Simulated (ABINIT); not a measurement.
Runs of ABINIT 10.8.3 (patched build) on TiB2. The structure is hexagonal, space group P6/mmm (No. 191). The conventional cell has a = 3.029 Å, b = 3.029 Å, c = 3.228 Å, α = 90.00°, β = 90.00°, γ = 120.00°. Ti (site symmetry 6/mmm) has 12 B at 2.38 Å as nearest neighbours. B (site symmetry -6m2) has 3 B at 1.75 Å as nearest neighbours. 

```tsv
task	level	k mesh	gap on the mesh (eV)	pressure (GPa)	V0 of scaled cells (Å³/atom)	B0 (GPa)
band structure	RPBE	10 × 10 × 8	none	5.2	-	-
equation of state	BLYP	10 × 10 × 8	-	-	(c)	(a)
equation of state	SOGGA	10 × 10 × 8	-	-	8.38	(b)
single point	PBEsol	8 × 8 × 6	none	-4.5	-	-
equation of state	AM05	10 × 10 × 8	-	-	8.39	269
equation of state	BP86	10 × 10 × 8	-	-	8.62	251
```

Alike in all rows: potentials or basis JTH PAW PBE v2.0; no spin polarisation; cell as given; cutoff (eV) 408; smearing fermi-dirac 0.05 eV.

Estimate the missing entries.

(a) 238; (b) 271; (c) 8.80.

Caveats: the PAW data sets were made with another functional, which shifts forces and pressure a little; the atomic spheres overlap; pressures at fixed basis lie under the slope of the energies (some runs); the cell was scaled at fixed shape and fractional positions, which overstates the stiffness of a crystal with free parameters, most of all of layers and chains (some runs).

A gap of «none» marks a metal or a gap under the smearing width.

Runs at the PBE level aren't shown here.
